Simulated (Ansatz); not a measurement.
A calculation with Ansatz 0.2.0 of Cd (native input, Cartesian positions):

File input.yaml:

```yaml
crystal:
  lattice:
    - [2.97887, 0.0, 0.0]
    - [-1.489435, 2.5797770946, 0.0]
    - [0.0, 0.0, 5.61765]
  atoms:
    - { symbol: Cd, position_ang: [1.489435, 0.859925698, 4.2132375] }
    - { symbol: Cd, position_ang: [0.0, 1.719851396, 1.4044125] }
hamiltonian:
  xc: pbe
  pseudopotentials: { kind: paw_fr }
magnetization:
  noncollinear: true
  spin_orbit: true
kpoints:
  mp_grid: { grid: [10, 10, 5] }
scf:
  occupations: { method: fermi_dirac, width: 0.1 }
output:
  forces: true
  stress: true
  eigenvalues: true
  write_density: true
  write_potential: true
  elf: true
  volumetric_format: npy
```

Potentials or basis: Ansatz PAW.

Command:

```bash
$ ansatz run input.yaml --threads 1 --pin off --max-ram 2560MiB --backend cpu --events-out ev --progress --plain --runs-dir out
```

Problem. Write the same calculation in another form: native input, structure typed inline.

Solution. As run:

input.yaml

```yaml
crystal:
  lattice:
    - [2.97887, 0.0, 0.0]
    - [-1.489435, 2.5797770946, 0.0]
    - [0.0, 0.0, 5.61765]
  atoms:
    - { symbol: Cd, position: [0.6666666667, 0.3333333333, 0.75] }
    - { symbol: Cd, position: [0.3333333333, 0.6666666667, 0.25] }
hamiltonian:
  xc: pbe
  pseudopotentials: { kind: paw_fr }
magnetization:
  noncollinear: true
  spin_orbit: true
kpoints:
  mp_grid: { grid: [10, 10, 5] }
scf:
  occupations: { method: fermi_dirac, width: 0.1 }
output:
  forces: true
  stress: true
  eigenvalues: true
  write_density: true
  write_potential: true
  elf: true
  volumetric_format: npy
```

Potentials or basis: Ansatz PAW.

The run is started by

```sh
$ ansatz run input.yaml --threads 1 --pin off --max-ram 2560MiB --backend cpu --events-out ev --progress --plain --runs-dir out
```

Both were run:

|  | native input, Cartesian positions | native input, structure typed inline |
| --- | --- | --- |
| Pressure | 2.7 GPa | 2.7 GPa |
| Band gap on the k mesh | none (metal or under the smearing width) | none (metal or under the smearing width) |

Keys that steer only the numerical path or the files written may differ.
